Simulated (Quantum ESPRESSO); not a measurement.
Runs of Quantum ESPRESSO 7.5 on PtSe2. It takes space group P-3m1 (No. 164, trigonal). The conventional cell has a = 3.724 Å, b = 3.724 Å, c = 5.062 Å, α = 90.00°, β = 90.00°, γ = 120.00°. Pt (site symmetry -3m) has 6 Se at 2.49 Å as nearest neighbours. Se (site symmetry 3m) has 3 Pt at 2.49 Å as nearest neighbours. 

```csv
level,U,gap on the mesh (eV),pressure (GPa),moment (μB),largest force (eV/Å)
PBE,-,none,7.1,0.00,(a)
PBE+U,Pt d U = 2 eV,none,7.1,0.00,0.59
PBE+U,Pt d U = 6 eV,none,7.3,0.00,0.73
PBE+U,Pt d U = 5 eV,none,7.2,0.00,0.69
PBE+U,Pt d U = 4 eV,none,7.1,0.00,(c)
PBE+U,Pt d U = 3 eV,none,7.1,0.00,0.62
PBE+U,Pt d U = 1 eV,none,7.1,0.00,0.57
PBE+U,Pt d U = 8 eV,none,(b),0.00,0.80
```

Alike in all rows: task single point; potentials or basis GBRV 1.5 PBE; spin collinear, ferromagnetic start; cell as given; k mesh 6 × 6 × 4; cutoff (eV) 612; smearing gaussian 0.05 eV.

Q: Fill in the values left out.

A: (a) 0.55; (b) 7.5; (c) 0.65.

A k mesh can miss the band edges, and the runs leave out spin-orbit coupling on Pt, Se.

A gap of «none» marks a metal or a gap under the smearing width.
